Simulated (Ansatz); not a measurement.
NaH (h-MgO type), relaxed with r2SCAN: 4 runs in Ansatz 0.2.0, each a calculation of independent-particle optics. The symmetry is P6_3/mmc (No. 194, hexagonal); conventional cell a = 3.953 Å, c = 4.828 Å, 16.34 Å³ an atom. Around Na lie 5 H at 2.28–2.41 Å; around H lie 5 Na at 2.28–2.41 Å. No spin polarisation. The prototype was imposed, so other structures may be more stable.

```xyz
4
Lattice="3.9533 0.0000 0.0000 -1.9767 3.4237 0.0000 0.0000 0.0000 4.8283" Properties=species:S:1:pos:R:3 pbc="T T T"
Na    0.0000    2.2824    1.2071
Na    1.9767    1.1412    3.6212
H     1.9767    1.1412    1.2071
H     0.0000    2.2824    3.6212
```

On meshes this coarse, single peaks can be features of the mesh. No local fields, no excitons; the zone sum runs over the cells of the mesh, and ε∞ includes the bands left out of the spectrum. Up to four peaks are listed, those above 15 % of the tallest and inside the complete range; the four can differ from row to row.

```csv
functional,k mesh,broadening (eV),scissors (eV),range (eV),direct gap on the mesh before scissors (eV),ε∞ xx,ε∞ yy,ε∞ zz,complete up to (eV),tallest peaks of mean ε₂ (eV)
PBE,6×6×6,0.1,0.00,0–17,4.24,2.84,2.84,2.85,17.0,4.40 5.05 5.45 8.10
r2SCAN,6×6×6,0.1,0.00,0–17,4.58,2.62,2.62,2.60,17.0,4.80 5.60 5.95 8.75
LDA,6×6×6,0.1,0.00,0–17,3.96,3.10,3.10,3.12,17.0,4.15 4.70 5.15 7.80
PBE,6×6×6,0.1,1.00 (to HSE06),0–17,4.24,2.58,2.58,2.60,17.0,5.40 6.05 6.45 9.10
```

The fundamental gap is indirect (3.33 eV with PBE on 6×6×6); the table holds the direct one.
